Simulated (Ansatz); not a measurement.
# Ru (bcc type): the cost of one run

Method: DFT, PBE, all-electron LAPW, scalar-relativistic, in Ansatz 0.2.0.

This is Ru in the bcc structure; at room conditions it is hcp.

**1. The system as given**

Symmetry: Im-3m, No. 229, cubic system. The conventional cell has a = 2.281 Å, b = 2.281 Å, c = 2.281 Å, α = 90.00°, β = 90.00°, γ = 90.00°. Around Ru (site symmetry m-3m) lie 8 Ru at 1.98 Å.

Structure file:

```
CELL_PARAMETERS angstrom
-1.14060 1.14060 1.14060
1.14060 -1.14060 1.14060
1.14060 1.14060 -1.14060
ATOMIC_POSITIONS crystal
Ru 0.00000 0.00000 0.00000
```

**2. Bcc relaxed under pressure, LAPW**

File input.yaml:

```yaml
crystal:
  lattice:
    - [-1.1405956473, 1.1405956473, 1.1405956473]
    - [1.1405956473, -1.1405956473, 1.1405956473]
    - [1.1405956473, 1.1405956473, -1.1405956473]
  atoms:
    - { symbol: Ru, position: [0.0, 0.0, 0.0] }
kpoints:
  mp_grid: { grid: [24, 24, 24] }
scf:
  occupations: { method: fermi_dirac, width: 0.05 }
hamiltonian:
  xc: pbe
  pseudopotentials: { kind: all_electron, lapw: { basis_error: 0.0005 } }
output:
  forces: true
  stress: true
  eigenvalues: true
relax:
  f_tol: 0.005
  max_steps: 12
  cell: { p_target: 1700.0, stress_tol: 0.85 }
```

Started as:

```bash
ansatz run input.yaml --threads 1 --pin off --max-ram 3584MiB --backend cpu --events-out ev --progress --plain --runs-dir out
```

**Question.** How long does this run take on 1 thread of Intel Xeon Platinum 8488C (Sapphire Rapids), shared host, and how much memory does it need?

About 44 s, with a peak of 0.7 GiB.
